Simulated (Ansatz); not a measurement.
**Defect calculation, host MgF₂**

All numbers below come from DFT PBE, scalar-relativistic, plane waves, PAW (Ansatz). Settings: 420 eV cutoff, 2×2×2 k-mesh, shifted by half a step, Gaussian smearing of 0.01 eV, collinear spin in charge 0 alone.

Host crystal, relaxed:

```cif
data_structure
_symmetry_space_group_name_H-M 'P 1'
_symmetry_Int_Tables_number 1
_cell_length_a 4.6976
_cell_length_b 4.6976
_cell_length_c 3.0930
_cell_angle_alpha 90.000
_cell_angle_beta 90.000
_cell_angle_gamma 90.000
_cell_volume 68.25
loop_
_atom_site_label
_atom_site_type_symbol
_atom_site_fract_x
_atom_site_fract_y
_atom_site_fract_z
_atom_site_occupancy
Mg1 Mg 0.50000 0.50000 0.50000 1
Mg2 Mg 0.00000 0.00000 0.00000 1
F1 F 0.69643 0.69643 0.00000 1
F2 F 0.80357 0.19643 0.50000 1
F3 F 0.30357 0.30357 0.00000 1
F4 F 0.19643 0.80357 0.50000 1
```

Supercell of 48 atoms, rows in host cell vectors: 1 1 2; 1 -1 -2; -1 1 -2. Atoms relax at the host's cell, keeping the symmetry that the supercell leaves at the site. The cell is small, so energies carry finite-size errors of tenths of an eV. The host's Kohn–Sham gap is 6.84 eV. Atoms are taken from and returned to the elements' standard states. Charged cells are corrected for image charges with the computed static dielectric tensor (mean 5.6) and aligned with the host's potential at far atoms (alignment terms reach 0.35 eV; the program doubts the alignment in some charges, where it is up to 0.35 eV). No band-filling term is added, and the Fermi level counts from the host's valence band top.

The defect is an interstitial at (0.050, 0.600, 0.062) of the host cell.

| charge | E_f at the valence band top (eV) | over the neutral state (eV) | moment (μB) | largest move (Å) | atoms near the site |
| --- | --- | --- | --- | --- | --- |
| 0 | 1.65 | 0.00 | 1.00 | 0.62 | 1 F at 1.93 Å, 1 Mg at 2.11 Å, 1 F at 2.20 Å, 2 F at 2.47 Å, 2 F at 2.51 Å |
| -1 | 3.17 | 1.52 | 0.00 | 1.16 | 1 Mg at 2.05 Å, 1 Mg at 2.12 Å, 1 Mg at 2.13 Å, 1 F at 2.23 Å, 2 F at 2.33 Å, 1 F at 2.45 Å, 1 Mg at 2.62 Å |

Among the charges computed the stable one is 0 at the valence band top, changing to -1 at 1.52 eV. Other sites of the defect weren't tried.

**Question.** Which element is it? Judge by the nearest distance in charge 0 and covalent radii.
A. H
B. F
C. Cs

**Answer.** B. The nearest neighbour is F at 1.93 Å, and the summed covalent radii with F are 3.01 Å for Cs, 1.14 Å for F, 0.88 Å for H, so F fits best. Bonds can miss such sums by a tenth of an ångström or more.